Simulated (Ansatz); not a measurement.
**CoO and the effect of the starting magnetic order**

Space group I4/mmm (No. 139). a = 3.016 Å, b = 3.016 Å, c = 4.214 Å, α = 90.00°, β = 90.00°, γ = 90.00°
| atom | site | symmetry | x | y | z |
| --- | --- | --- | --- | --- | --- |
| Co | 2a | 4/mmm | 0.0000 | 0.0000 | 0.0000 |
| O | 2b | 4/mmm | 0.0000 | 0.0000 | 0.5000 |

Kept alike: task single point; functional PBEsol; k mesh 12 × 12 × 12; occupations fermi-dirac, width 0.05 eV. Program: Ansatz, Ansatz PAW, cutoff 420 eV. The mesh is that of the run's cell of 2 atoms. No spin-orbit coupling.

| starting magnetic order | largest site moment (μB) | moment of the cell (μB) | free energy over the lowest row (meV/atom) |
| --- | --- | --- | --- |
| ferromagnetic start, larger moments | 2.48 | 2.94 | 0.00 |
| fm | 2.48 | 2.94 | 0.00 |
| random | 2.48 | 2.94 | 0.00 |
| spin off | 0.00 | 0.00 | 240.60 |

For a metal such a mesh leaves the last digits unconverged. Moments of the cell are magnitudes, and a label names the start alone. The runs hold the magnetic state that their start led to, which needn't be the lowest. The row without spin has no moments by construction. Site moments count inside each atom's sphere or projector. All rows use potentials made for PBE.

Question: What does the starting magnetic order change here?

Answer: The largest site moment runs from 0.00 (spin off) to 2.48 μB (ferromagnetic start, larger moments; fm; random). The moment of the cell runs from 0.00 (spin off) to 2.94 μB (ferromagnetic start, larger moments; fm; random). The free energy is lowest at ferromagnetic start, larger moments; fm; random, and 240.60 meV an atom higher at spin off. Starts that end at one energy have found one state: ferromagnetic start, larger moments; fm; random.
